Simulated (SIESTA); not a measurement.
The system is SnTe.

```xyz
2
Lattice="0.0000 3.6111 3.6111 3.6111 0.0000 3.6111 3.6111 3.6111 0.0000" Properties=species:S:1:pos:R:3 pbc="T T T"
Te    1.8056    1.8056    1.8056
Sn    0.0000    0.0000    0.0000
```

Measurements of this composition are mostly on another form, of space group No. 225.

Base run:

| Property | Result |
| --- | --- |
| Program | SIESTA 5.4.2 |
| Functional | PBEsol |
| Potentials or basis | PseudoDojo 0.4 standard (PBEsol files) |
| Basis | DZP (energy shift 0.003 Ry; two zetas on semicore shells) |
| Grid cutoff | 500 Ry |
| Energy shift | 0.003 Ry |
| k mesh | 7 × 7 × 7 |
| Occupations | fermi-dirac, width 0.05 eV |
| Spin | no spin polarisation |

Its results: pressure -0.9 GPa.

The run is repeated on the same cell with these changes: functional from PBEsol to LDA; potentials or basis from PseudoDojo 0.4 standard (PBEsol files) to PseudoDojo 0.4 standard (LDA files). What comes out?

Pressure -1.7 GPa.

Caveats: the basis of atomic orbitals isn't converged, which shifts pressures, moduli and gaps.

Not every run made on this cell is shown here.
